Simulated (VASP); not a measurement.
# SiC (Imm2) in VASP: notebook

One crystal, SiC, is run at these levels: LDA, PBE, HSE06, PBE0; tasks: band structure.

All numbers are computed with VASP 6.6.1; they aren't measurements. Logs are shortened: lines on timing, memory, paths and dates and some standing lists are left out, and cuts for length are marked.

## Step 1: The structure

It takes space group Imm2 (No. 44, orthorhombic). The conventional cell has a = 2.841 Å, b = 3.464 Å, c = 4.899 Å, α = 90.00°, β = 90.00°, γ = 90.00°. Si (site symmetry mm2) is surrounded by 4 C at 1.90 to 2.10 Å. C (site symmetry mm2) is surrounded by 4 Si at 1.90 to 2.10 Å.

Measurements of this composition are mostly on another form, of space group No. 186.

## Step 2: Band structure, LDA

Input file INCAR:

```
PREC = Accurate
ENCUT = 220
EDIFF = 1E-7
ISMEAR = 0
SIGMA = 0.02
LREAL = False
LASPH = True
NELM = 100
ALGO = Normal
ISIF = 2
LWAVE = False
LCHARG = False
```

Input file KPOINTS:

```
regular mesh
0
Gamma
  3 2 4
```

Input file POSCAR:

```
SiC                                     
1.0
    3.4640085065      0.0000000000      0.0000000000
    0.0000000000      4.8988478100      0.0000000000
    0.0000000000      0.0000000000      2.8405404964
  Si              C             
     2     2
Direct
     0.0000000000000000    0.9954944549297275    0.0000000000000000
     0.5000000000000000    0.4954944549297275    0.5000000000000000
     0.0000000000000000    0.2545055450702725    0.5000000000000000
     0.5000000000000000    0.7545055450702725    0.0000000000000000
```

Input file KPOINTS_OPT:

```
path GXSYGZURTZ,YT,UX,SR
15
line-mode
reciprocal
 0.0000000000  0.0000000000  0.0000000000  G
 0.0000000000  0.0000000000  0.5000000000  X

 0.0000000000  0.0000000000  0.5000000000  X
 0.5000000000  0.0000000000  0.5000000000  S

 0.5000000000  0.0000000000  0.5000000000  S
 0.5000000000  0.0000000000  0.0000000000  Y

 0.5000000000  0.0000000000  0.0000000000  Y
 0.0000000000  0.0000000000  0.0000000000  G

 0.0000000000  0.0000000000  0.0000000000  G
 0.0000000000  0.5000000000  0.0000000000  Z

 0.0000000000  0.5000000000  0.0000000000  Z
 0.0000000000  0.5000000000  0.5000000000  U

 0.0000000000  0.5000000000  0.5000000000  U
 0.5000000000  0.5000000000  0.5000000000  R

 0.5000000000  0.5000000000  0.5000000000  R
 0.5000000000  0.5000000000  0.0000000000  T

 0.5000000000  0.5000000000  0.0000000000  T
 0.0000000000  0.5000000000  0.0000000000  Z

 0.5000000000  0.0000000000  0.0000000000  Y
 0.5000000000  0.5000000000  0.0000000000  T

 0.0000000000  0.5000000000  0.5000000000  U
 0.0000000000  0.0000000000  0.5000000000  X

 0.5000000000  0.0000000000  0.5000000000  S
 0.5000000000  0.5000000000  0.5000000000  R
```

Potentials or basis: VASP PAW LDA potentials, release 64 (Si, C).

The run is started by

```sh
cat potpaw_LDA.64/Si/POTCAR potpaw_LDA.64/C/POTCAR > POTCAR
mpirun -np 1 vasp_std > vasp.out
```

OUTCAR:

```text
PREC = Accurate
   ENCUT = 220
   EDIFF = 1E-7
   ISMEAR = 0
   LREAL = False
   LASPH = True
   NELM = 100
   ISIF = 2

 ion  position               nearest neighbor table
   1  0.000  0.995  0.000-   3 1.90   3 1.90   4 2.10   4 2.10
   2  0.500  0.495  0.500-   4 1.90   4 1.90   3 2.10   3 2.10
   3  0.000  0.255  0.500-   1 1.90   1 1.90   2 2.10   2 2.10
   4  0.500  0.755  0.000-   2 1.90   2 1.90   1 2.10   1 2.10

  LATTYP: Found a simple orthorhombic cell.
 ALAT       =     2.8405404964
 B/A-ratio  =     1.2194892172
 C/A-ratio  =     1.7246181902

  Lattice vectors:

 A1 = (   0.0000000000,   0.0000000000,   2.8405404964)
 A2 = (   3.4640085065,   0.0000000000,   0.0000000000)
 A3 = (   0.0000000000,   4.8988478100,   0.0000000000)

Analysis of symmetry for initial positions (statically):
=====================================================================
 Subroutine PRICEL returns following result:

  LATTYP: Found a body centered orthorhombic cell.
 ALAT       =     2.8405404964
 B/A-ratio  =     1.2194892172
 C/A-ratio  =     1.7246181902

  Lattice vectors:

 A1 = (  -1.7320042532,  -2.4494239050,  -1.4202702482)
 A2 = (   1.7320042532,  -2.4494239050,   1.4202702482)
 A3 = (  -1.7320042532,   2.4494239050,   1.4202702482)

   2 primitive cells build up your supercell.

 Routine SETGRP: Setting up the symmetry group for a
 simple orthorhombic supercell.

 Subroutine GETGRP returns: Found  4 space group operations
 (whereof  4 operations were pure point group operations)
 out of a pool of  8 trial point group operations.

The static configuration has the point symmetry C_2v.

Analysis of symmetry for dynamics (positions and initial velocities):
=====================================================================
 Subroutine PRICEL returns following result:

  LATTYP: Found a body centered orthorhombic cell.
 ALAT       =     2.8405404964
 B/A-ratio  =     1.2194892172
 C/A-ratio  =     1.7246181902

  Lattice vectors:

 A1 = (  -1.7320042532,  -2.4494239050,  -1.4202702482)
 A2 = (   1.7320042532,  -2.4494239050,   1.4202702482)
 A3 = (  -1.7320042532,   2.4494239050,   1.4202702482)

   2 primitive cells build up your supercell.

 Routine SETGRP: Setting up the symmetry group for a
 simple orthorhombic supercell.

 Subroutine GETGRP returns: Found  4 space group operations
 (whereof  4 operations were pure point group operations)
 out of a pool of  8 trial point group operations.

The dynamic configuration has the point symmetry C_2v.

 Subroutine INISYM returns: Found  4 space group operations
 (whereof  4 operations are pure point group operations),
 and found     2 'primitive' translations

----------------------------------------------------------------------------------------

                                     Primitive cell

  volume of cell :      24.1015

  direct lattice vectors                    reciprocal lattice vectors
    -1.732004253 -2.449423905 -1.420270248    -0.288682894 -0.204129632  0.000000000
     1.732004253 -2.449423905  1.420270248     0.000000000 -0.204129632  0.352045676
    -1.732004253  2.449423905  1.420270248    -0.288682894  0.000000000  0.352045676

  length of vectors
     3.319139011  3.319139011  3.319139011     0.353562894  0.406946022  0.455273513

  position of ions in fractional coordinates (direct lattice)
     0.004505545  0.004505545  0.000000000
     0.745494455  0.245494455  0.500000000

  ion indices of the primitive-cell ions
   primitive index   ion index
                 1           1
                 2           4

----------------------------------------------------------------------------------------

 KPOINTS: regular mesh

Automatic generation of k-mesh.
 Grid dimensions read from file:
 generate k-points for:    3    2    4

 Generating k-lattice:

  Cartesian coordinates                     Fractional coordinates (reciprocal lattice)
     0.096227631  0.000000000  0.000000000     0.333333333  0.000000000  0.000000000
     0.000000000  0.102064816  0.000000000     0.000000000  0.500000000  0.000000000
     0.000000000  0.000000000  0.088011419     0.000000000  0.000000000  0.250000000

  Length of vectors
     0.096227631  0.102064816  0.088011419

  Shift w.r.t. Gamma in fractional coordinates (k-lattice)
     0.000000000  0.000000000  0.000000000

 Subroutine IBZKPT returns following result:
 ===========================================

 Found     12 irreducible k-points:

 Following reciprocal coordinates:
            Coordinates               Weight
  0.000000  0.000000  0.000000      1.000000
  0.333333  0.000000  0.000000      2.000000
  0.000000  0.500000  0.000000      1.000000
  0.333333  0.500000  0.000000      2.000000
  0.000000  0.000000  0.250000      2.000000
  0.333333  0.000000  0.250000      4.000000
  0.000000  0.500000  0.250000      2.000000
  0.333333  0.500000  0.250000      4.000000
  0.000000  0.000000  0.500000      1.000000
  0.333333  0.000000  0.500000      2.000000
  0.000000  0.500000  0.500000      1.000000
  0.333333  0.500000  0.500000      2.000000
   k-points           NKPTS =     12   k-points in BZ     NKDIM =     12   number of bands    NBANDS=     12
   number of dos      NEDOS =    301   number of ions     NIONS =      4
   total plane-waves  NPLWV =   6048
   dimension x,y,z NGX =    18 NGY =   24 NGZ =   14
   dimension x,y,z NGXF=    36 NGYF=   48 NGZF=   28
   ions per type =               2   2
   NGX,Y,Z   is equivalent  to a cutoff of   8.64,  8.14,  8.19 a.u.
   NGXF,Y,Z  is equivalent  to a cutoff of  17.28, 16.29, 16.39 a.u.
 SYSTEM =  unknown system
   PREC   = accura    normal or accurate (medium, high low for compatibility)
   ISTART =      0    job   : 0-new  1-cont  2-samecut
   ICHARG =      2    charge: 1-file 2-atom 10-const
   ISPIN  =      1    spin polarized calculation?
   LNONCOLLINEAR =      F non collinear calculations
   LSORBIT =      F    spin-orbit coupling
   LASPH  =      T    aspherical Exc in radial PAW
   ENCUT  =  220.0 eV  16.17 Ry    4.02 a.u.   4.19  5.92  3.44*2*pi/ulx,y,z
   NELM   =    100;   NELMIN=  2; NELMDL= -5     # of ELM steps
   EDIFF  = 0.1E-06   stopping-criterion for ELM
   LREAL  =      F    real-space projection
   EDIFFG = 0.1E-05   stopping-criterion for IOM
   NSW    =      0    number of steps for IOM
   IBRION =     -1    ionic relax: 0-MD 1-quasi-New 2-CG
   NFREE  =      0    steps in history (QN), initial steepest desc. (CG)
   ISIF   =      2    stress and relaxation
   ISYM   =      2    0-nonsym 1-usesym 2-fastsym
   POTIM  = 0.5000    time-step for ionic-motion
   TEBEG  =    0.0;   TEEND  =   0.0 temperature during run
   PSTRESS=    0.0 pullay stress
   NELECT =      16.0000    total number of electrons
   NUPDOWN=      -1.0000    fix difference up-down
   EMIN   =  10.00;   EMAX   =-10.00  energy-range for DOS
   EFERMI =   0.00;   METHOD = LEGACY
   ISMEAR =     0;   SIGMA  =   0.02  broadening in eV -4-tet -1-fermi 0-gaus
   EFERMI_NEDOS =   21; number of points for ismear=-14 and -15
   IALGO  =     38    algorithm
   IMIX   =      4    mixing-type and parameters
     AMIX     =   0.40;   BMIX     =  1.00
     AMIX_MAG =   1.60;   BMIX_MAG =  1.00
  volume/ion in A,a.u.               =      12.05        81.32
  Fermi-wavevector in a.u.,A,eV,Ry     =   1.133505  2.142014 17.481230  1.284834
  Thomas-Fermi vector in A             =   2.270208
   LORBIT       =      0    0 simple, 1 ext, 2 COOP (PROOUT), +10 PAW based schemes
   GGA     = CA    functional components
   LHFCALC =     F    Hartree Fock is set to
   AEXX    =    0.0000 exact exchange contribution
   IVDW    =     0    specifies the selected vdW correction
   LEPSILON=     F    determine dielectric tensor
   LRPA    =     F    only Hartree local field effects (RPA)
 non-spin polarized calculation
 Gauss-broadening in eV      SIGMA  =   0.02
  energy-cutoff  :      220.00
  volume of cell :       48.20
 maximum number of plane-waves:       368
 NGX is ok and might be reduce to    18
   NGX =  9   NGY = 11   NGZ =  7

 number of electron      15.9999998 magnetization

 Free energy of the ion-electron system (eV)
  ---------------------------------------------------
  ext. energy  EPLUGINS =         0.00000000
  ---------------------------------------------------
  free energy    TOTEN  =       -30.98928372 eV

  energy without entropy =      -30.98928372  energy(sigma->0) =      -30.98928372

 E-fermi :   7.7348     XC(G=0): -10.9385

 val. band max:        7.5797529559   @ k =   0.3333   0.0000   0.0000
 cond. band min:       7.9583770803   @ k =   0.0000   0.0000   0.0000
 fundamental gap:      0.3786241244
 Fermi energy:         7.7348058467

 k-point     1 :       0.0000    0.0000    0.0000
  band No.  band energies     occupation
      1      -7.9184      2.00000
      2      -4.1973      2.00000
      3      -1.6353      2.00000
      4       2.8206      2.00000
      5       5.9126      2.00000
      6       5.9593      2.00000
      7       6.1996      2.00000
      8       7.3584      2.00000
      9       7.9584      0.00000
     10       8.8073      0.00000
     11      10.7552      0.00000
     12      12.7988      0.00000

 k-point     2 :       0.3333    0.0000    0.0000
  band No.  band energies     occupation
      1      -6.9032      2.00000
      2      -4.7288      2.00000
      3      -0.7357      2.00000
      4       1.0596      2.00000
      5       2.1637      2.00000
      6       3.3088      2.00000
      7       6.5905      2.00000
      8       7.5798      2.00000
      9      11.8259      0.00000
     10      12.1119      0.00000
     11      13.0509      0.00000
     12      14.2598      0.00000

 k-point     3 :       0.0000    0.5000    0.0000
  band No.  band energies     occupation
      1      -6.6987      2.00000
      2      -6.6987      2.00000
      3       2.1178      2.00000
      4       2.1178      2.00000
      5       4.0291      2.00000
      6       4.0291      2.00000
      7       6.7486      2.00000
      8       6.7486      2.00000
      9       9.2293      0.00000
     10       9.2293      0.00000
     11      13.7722      0.00000
     12      13.7722      0.00000
[... 106 lines left out ...]
 k-point    11 :       0.0000    0.5000    0.5000
  band No.  band energies     occupation
      1      -4.1018      2.00000
      2      -4.1018      2.00000
      3      -1.0630      2.00000
      4      -1.0630      2.00000
      5       4.7003      2.00000
      6       4.7003      2.00000
      7       5.5818      2.00000
      8       5.5818      2.00000
      9       9.2779      0.00000
     10       9.2779      0.00000
     11      12.3557      0.00000
     12      12.3558      0.00000

 k-point    12 :       0.3333    0.5000    0.5000
  band No.  band energies     occupation
      1      -3.4544      2.00000
      2      -3.4544      2.00000
      3      -0.3225      2.00000
      4      -0.3225      2.00000
      5       2.7409      2.00000
      6       2.7409      2.00000
      7       3.3587      2.00000
      8       3.3587      2.00000
      9      10.4869      0.00000
     10      10.4869      0.00000
     11      12.3139      0.00000
     12      12.3139      0.00000

------------------------ aborting loop because EDIFF is reached ----------------------------------------

  FORCE on cell =-STRESS in cart. coord.  units (eV):
  Direction    XX          YY          ZZ          XY          YZ          ZX
  --------------------------------------------------------------------------------------
  -------------------------------------------------------------------------------------
  Total      -19.7030060    -19.9344647      1.3965793      0.0000000      0.0000000      0.0000000
  in kB     -654.8912522   -662.5845073     46.4196973      0.0000000      0.0000000      0.0000000
  external PRESSURE =    -423.6853541 kB  Pullay stress =       0.0000000 kB

 VOLUME and BASIS-vectors are now :
 -----------------------------------------------------------------------------
  energy-cutoff  :      220.00
  volume of cell :       48.20
      direct lattice vectors                 reciprocal lattice vectors
     3.464008506  0.000000000  0.000000000     0.288682894  0.000000000  0.000000000
     0.000000000  4.898847810  0.000000000     0.000000000  0.204129632  0.000000000
     0.000000000  0.000000000  2.840540496     0.000000000  0.000000000  0.352045676

 POSITION                                       TOTAL-FORCE (eV/Angst)
 -----------------------------------------------------------------------------------
      0.00000      4.87678      0.00000         0.000000      0.049384      0.000000
      1.73200      2.42735      1.42027         0.000000      0.049384      0.000000
      0.00000      1.24678      1.42027        -0.000000     -0.049384     -0.000000
      1.73200      3.69621      0.00000        -0.000000     -0.049384     -0.000000
 -----------------------------------------------------------------------------------
    total drift:                                0.000000      0.001047      0.000002

  FREE ENERGIE OF THE ION-ELECTRON SYSTEM (eV)
  ---------------------------------------------------
  free  energy   TOTEN  =       -30.9892837222 eV

  energy  without entropy=      -30.9892837222  energy(sigma->0) =      -30.98928372
```

Run time: 9.6 s. Hardware: 1 thread of Intel Xeon Platinum 8488C (Sapphire Rapids), shared host; peak memory 0.11 GiB.

The run converged, but a check on its numbers failed (symmetry, net force, bounds or a known fault of this set-up), so they aren't taken as properties of the crystal.

Caveat: the k mesh is coarse (spacing up to 0.64 Å⁻¹), so the values aren't converged; the cutoff lies under the usual one of these potentials, so the numbers hold a large basis-set error; a pressure of tens of GPa on the cell as given is suspect, and the run, the potentials or the cell itself is likely at fault; an odd mesh through Γ misses points on the zone boundary, where band edges often lie.

## Step 3: Band structure, PBE

This run uses another cell than the first one, of 10.51 Å³/atom, 0.872 times its volume.

Input file INCAR:

```
PREC     = Accurate       # precision mode
ENCUT    = 520            # plane-wave cutoff, eV
EDIFF    = 1E-6           # SCF threshold, eV
ISMEAR   = 0              # smearing method
SIGMA    = 0.02           # smearing width, eV
LREAL    = F              # projectors in reciprocal space
LASPH    = T              # aspherical terms in the spheres
NELM     = 100            # most SCF steps
ALGO     = Normal         # electronic algorithm
ISIF     = 2              # what is computed and relaxed
LWAVE    = F              # write WAVECAR
LCHARG   = F              # write CHGCAR
GGA      = PE             # functional
KPAR     = 4
```

Input file KPOINTS:

```
Automatic mesh
0
Gamma
  8 6 8
```

Input file POSCAR:

```
SiC                                     
1.0
    3.0787381452      0.0000000000      0.0000000000
    0.0000000000      4.3539932400      0.0000000000
    0.0000000000      0.0000000000      3.1361165087
  Si              C             
     2     2
Direct
     0.0000000000000000    0.0000000000000000    0.0000000000000000
     0.5000000000000000    0.5000000000000000    0.5000000000000000
     0.0000000000000000    0.2500000000000000    0.5000000000000000
     0.5000000000000000    0.7500000000000000    1.0000000000000000
```

Input file KPOINTS_OPT:

```
path GXMGZRAZ,XR,MA
10
line-mode
reciprocal
 0.0000000000  0.0000000000  0.0000000000  G
 0.0000000000  0.0000000000 -0.5000000000  X

 0.0000000000  0.0000000000 -0.5000000000  X
-0.5000000000  0.0000000000 -0.5000000000  M

-0.5000000000  0.0000000000 -0.5000000000  M
 0.0000000000  0.0000000000  0.0000000000  G

 0.0000000000  0.0000000000  0.0000000000  G
 0.0000000000 -0.5000000000  0.0000000000  Z

 0.0000000000 -0.5000000000  0.0000000000  Z
 0.0000000000 -0.5000000000 -0.5000000000  R

 0.0000000000 -0.5000000000 -0.5000000000  R
-0.5000000000 -0.5000000000 -0.5000000000  A

-0.5000000000 -0.5000000000 -0.5000000000  A
 0.0000000000 -0.5000000000  0.0000000000  Z

 0.0000000000  0.0000000000 -0.5000000000  X
 0.0000000000 -0.5000000000 -0.5000000000  R

-0.5000000000  0.0000000000 -0.5000000000  M
-0.5000000000 -0.5000000000 -0.5000000000  A
```

Potentials or basis: VASP PAW PBE potentials, release 64 (Si, C).

The run is started by

```sh
cat potpaw_PBE.64/Si/POTCAR potpaw_PBE.64/C/POTCAR > POTCAR
mpirun -np 4 vasp_std > vasp.out
```

Wall time 6.3 s (4 MPI ranks of Intel Xeon 6975P-C (Granite Rapids), shared host); peak memory 0.19 GiB.

The run converged. Its results:

```yaml
Free_energy: -30.1076 eV
Pressure: -0.1 GPa
Largest_force: 0.139 eV/Å
Band_gap_on_the_k_mesh: 1.27 eV
Band_gap_along_the_path: 1.27 eV
```

Forces in eV/Å, atoms in the order of the input:
```
Si   0.000  0.139  0.000
Si   0.000  0.139  0.000
C    0.000 -0.139  0.000
C    0.000 -0.139  0.000
```

Stress tensor (GPa, compression positive):
```
 3.93  0.00  0.00
 0.00  1.35  0.00
 0.00  0.00 -5.71
```

Levels at the corners of the path, in eV from the valence-band top:
```csv
point,band 6,band 7,band 8,band 9,band 10,band 11
Γ,-0.11,-0.01,0.00,1.27,4.14,5.94
X,-4.31,-1.21,-1.21,5.47,5.47,8.79
X,-4.31,-1.21,-1.21,5.47,5.47,8.79
M,-3.17,-3.15,-3.15,1.36,1.36,4.28
M,-3.17,-3.15,-3.15,1.36,1.36,4.28
Γ,-0.11,-0.01,0.00,1.27,4.14,5.94
Γ,-0.11,-0.01,0.00,1.27,4.14,5.94
Z,-2.11,-1.88,-1.88,3.95,3.95,6.20
Z,-2.11,-1.88,-1.88,3.95,3.95,6.20
R,-1.08,-0.99,-0.99,5.39,5.39,7.17
R,-1.08,-0.99,-0.99,5.39,5.39,7.17
A,-4.96,-4.66,-4.66,5.23,5.23,9.32
A,-4.96,-4.66,-4.66,5.23,5.23,9.32
Z,-2.11,-1.88,-1.88,3.95,3.95,6.20
X,-4.31,-1.21,-1.21,5.47,5.47,8.79
R,-1.08,-0.99,-0.99,5.39,5.39,7.17
M,-3.17,-3.15,-3.15,1.36,1.36,4.28
A,-4.96,-4.66,-4.66,5.23,5.23,9.32
```

As with any semilocal functional, this PBE gap is likely too small.

(Continued in part 2 of 2.)
